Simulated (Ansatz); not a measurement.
Steps from a short run of molecular dynamics on a 2×2×2 supercell (16 atoms) of SrO (zincblende), relaxed with r2SCAN; forces from r2SCAN in the plane-wave code Ansatz, 2×2×2 mesh, Fermi-Dirac smearing of 0.086 eV, a Nosé-Hoover thermostat at fixed volume, set at 1000 K. Classical nuclei, no spin polarisation; a few dozen steps show the first response, not equilibrium. The structure comes from a prototype and may be hypothetical.

Cell vectors in Å:
```
0.0000 5.5846 5.5846
5.5846 0.0000 5.5846
5.5846 5.5846 0.0000
```

Q: At 2 fs the positions in Å are
```
Sr  -0.010  -0.004   0.004
O    1.390   1.414   1.400
Sr   2.795   2.784  -0.007
O    4.163   4.185   1.382
Sr   2.804   0.004   2.790
O    4.200   1.407   4.187
Sr   5.590   2.796   2.782
O    6.982   4.163   4.199
Sr  -0.005   2.782   2.799
O    1.371   4.202   4.185
Sr   2.790   5.588   2.794
O    4.208   7.001   4.202
Sr   2.790   2.793   5.583
O    4.188   4.186   6.973
Sr   5.587   5.588   5.592
O    6.996   6.994   6.986
```
What are the forces, and how far does the free energy (smearing included) lie above that of step 0, with the atoms on their sites?

A: 1.1 meV an atom; forces in eV/Å:
```
Sr   0.020   0.102   0.009
O    0.046  -0.205   0.027
Sr  -0.093   0.019   0.077
O    0.103   0.054   0.124
Sr  -0.101  -0.032   0.041
O   -0.062  -0.040  -0.029
Sr  -0.060   0.033   0.047
O   -0.012   0.221  -0.128
Sr   0.041   0.156  -0.094
O    0.135  -0.042   0.036
Sr   0.022  -0.001   0.054
O   -0.070  -0.243  -0.060
Sr   0.018   0.076  -0.082
O   -0.033   0.044   0.029
Sr   0.087  -0.068  -0.019
O   -0.041  -0.073  -0.031
```

Q: At 10 fs the positions in Å are
```
Sr  -0.052  -0.021   0.021
O    1.369   1.475   1.417
Sr   2.806   2.750  -0.036
O    4.064   4.174   1.331
Sr   2.851   0.021   2.783
O    4.241   1.448   4.178
Sr   5.609   2.811   2.742
O    6.986   4.073   4.238
Sr  -0.026   2.740   2.824
O    1.275   4.255   4.171
Sr   2.779   5.601   2.802
O    4.282   7.073   4.254
Sr   2.784   2.796   5.576
O    4.183   4.181   6.944
Sr   5.597   5.601   5.621
O    7.053   7.046   7.005
```
What are the forces, and how far does the free energy (smearing included) lie above that of step 0, with the atoms on their sites?

A: 24.0 meV an atom; forces in eV/Å:
```
Sr   0.073   0.489   0.029
O    0.234  -0.902   0.076
Sr  -0.488   0.052   0.417
O    0.482   0.294   0.572
Sr  -0.395  -0.106   0.142
O   -0.273  -0.184  -0.120
Sr  -0.277   0.153   0.262
O   -0.146   0.951  -0.564
Sr   0.268   0.840  -0.535
O    0.593  -0.185   0.095
Sr   0.037  -0.089   0.185
O   -0.300  -1.150  -0.126
Sr   0.136   0.337  -0.374
O   -0.135   0.194   0.135
Sr   0.386  -0.345  -0.083
O   -0.195  -0.350  -0.112
```
